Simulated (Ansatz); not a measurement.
A plane-wave DFT run in Ansatz 0.2.0 (scalar-relativistic PAW potentials unless the input names others): input and command.

```yaml
crystal:
  lattice:
    - [2.8323302291, 2.8323302291, 0.0]
    - [-2.8323302291, 2.8323302291, 0.0]
    - [0.0, 0.0, 5.1697302852]
  atoms:
    - { symbol: Si, position: [0.0, 0.5, 0.75] }
    - { symbol: Si, position: [0.5, 0.0, 0.75] }
    - { symbol: Si, position: [0.5, 0.0, 0.25] }
    - { symbol: Si, position: [0.0, 0.5, 0.25] }
    - { symbol: Ni, position: [0.0, 0.0, 0.0] }
    - { symbol: Ni, position: [0.5, 0.5, 0.5] }
basis:
  ecutwfc: "700 eV"
kpoints:
  mp_grid: { grid: [10, 10, 8] }
hamiltonian:
  xc: pbe
scf:
  occupations: { method: tetrahedron_uncorrected }
output:
  forces: true
  eigenvalues: true
  stress: true
```

```bash
ansatz run input.yaml --threads 1 --pin off --max-ram 2560MiB --backend cpu --events-out ev --progress --plain --runs-dir out
```

Abridged log:
```
Basis set: ecut = 700 eV, 3567 PW (Γ), exchange–correlation on 72×72×90 points (8 copies of the dense FFT grid, shifted against one another)
Bands: 32, of which v1, the nominal top of the filled ones, is band 26 counted from 1 (25 counted from 0)
Symmetry: 32 space group operations
k-points: 105 of 800
SCF iter   1: F=—  HF=-14224.680500 eV  |F-HF|=—  |Δ(HF+E_count)|=         —  Δρ=1.03e-2  dr2=5.16e-2  ethr=1.77e-3  ⟨swp⟩=6.8  Hψ=16055  notcnv=0
SCF iter   2: F=—  HF=-14224.686331 eV  |F-HF|=—  |Δ(HF+E_count)|=   5.83e-3  Δρ=1.43e-2  dr2=1.05e-1  ethr=9.93e-5  ⟨swp⟩=3.0  Hψ=7839  notcnv=0  defer=117
SCF iter   3: F=—  HF=-14224.673391 eV  |F-HF|=—  |Δ(HF+E_count)|=   1.29e-2  Δρ=2.58e-3  dr2=3.29e-3  ethr=9.93e-5  ⟨swp⟩=3.0  Hψ=5521  notcnv=0  defer=117
SCF iter   4: F=—  HF=-14224.673165 eV  |F-HF|=—  |Δ(HF+E_count)|=   2.26e-4  Δρ=3.14e-4  dr2=4.34e-5  ethr=6.32e-6  ⟨swp⟩=2.1  Hψ=4595  notcnv=0  defer=119
SCF iter   5: F=—  HF=-14224.673228 eV  |F-HF|=—  |Δ(HF+E_count)|=   6.31e-5  Δρ=5.62e-4  dr2=1.77e-4  ethr=8.34e-8  ⟨swp⟩=3.0  Hψ=6852  notcnv=0  defer=119
SCF iter   6: F=—  HF=-14224.673215 eV  |F-HF|=—  |Δ(HF+E_count)|=   1.37e-5  Δρ=7.38e-5  dr2=3.54e-6  ethr=8.34e-8  ⟨swp⟩=3.1  Hψ=5728  notcnv=0  defer=119
SCF iter   7: F=—  HF=-14224.673216 eV  |F-HF|=—  |Δ(HF+E_count)|=   1.03e-6  Δρ=2.54e-5  dr2=4.51e-7  ethr=6.80e-9  ⟨swp⟩=2.6  Hψ=5190  notcnv=0  defer=119
SCF iter   8: F=—  HF=-14224.673216 eV  |F-HF|=—  |Δ(HF+E_count)|=   1.54e-7  Δρ=1.96e-5  dr2=2.45e-7  ethr=1.92e-10  ⟨swp⟩=6.7  Hψ=14609  notcnv=0
SCF iter   9: F=-14224.673216 eV  HF=-14224.673216 eV  |F-HF|=2.00e-11  |Δ(HF+E_count)|=   2.78e-9  Δρ=1.47e-6  dr2=2.08e-9  ethr=1.92e-10  ⟨swp⟩=3.2  Hψ=14221  notcnv=0
SCF 1 converged in 9 iterations: F = -14224.673216 eV  dr2 = 2.08e-9
SCF converged after 9 iterations
Free energy (F): -14224.673216 eV
Harris-Foulkes:  -14224.673216 eV  (|F-HF|=2.00e-11)
Internal energy: -14224.672576 eV  (E = F + TS)
E sigma→0 (E₀):  -14224.673216 eV
Entropy (-TS):   -0.000640 eV (-0.107 meV/atom)
Fermi energy:    12.353714 eV
--- Forces (eV/Å), atoms counted from 1 ---
  atom   1  Si     0.00000000     0.00000000     0.00000000
  atom   2  Si     0.00000000     0.00000000     0.00000000
  atom   3  Si     0.00000000     0.00000000     0.00000000
  atom   4  Si     0.00000000     0.00000000     0.00000000
  atom   5  Ni     0.00000000     0.00000000     0.00000000
  atom   6  Ni     0.00000000     0.00000000     0.00000000
--- Stress (GPa, compression-positive) ---
       -5.419617       0.000000       0.000000
        0.000000      -5.419617       0.000000
        0.000000       0.000000      -0.565272
  P = ⅓ Tr σ = -3.8015 GPa (-38.015 kbar)
```

Apart from outputs, empty bands and the relaxation, which only the reference makes, the input differs from a reference run on usual settings in scf.occupations.width: 0.1 → not typed; scf.occupations.method: "gaussian" → "tetrahedron_uncorrected"; basis.ecutwfc: 420 → "700 eV". The reference, at the same geometry, ended its own course with pressure -3.75 GPa, largest force 0.000 eV/Å, no gap on the mesh. This run converged in 9 SCF iterations with an energy at zero smearing 4.34 meV/atom above the reference's, pressure -3.80 GPa, largest force 0.000 eV/Å, no gap on the mesh.

Time: 18 s on 1 thread of Intel(R) Xeon(R) 6975P-C (Granite Rapids), on a shared host, peak memory 0.73 GiB.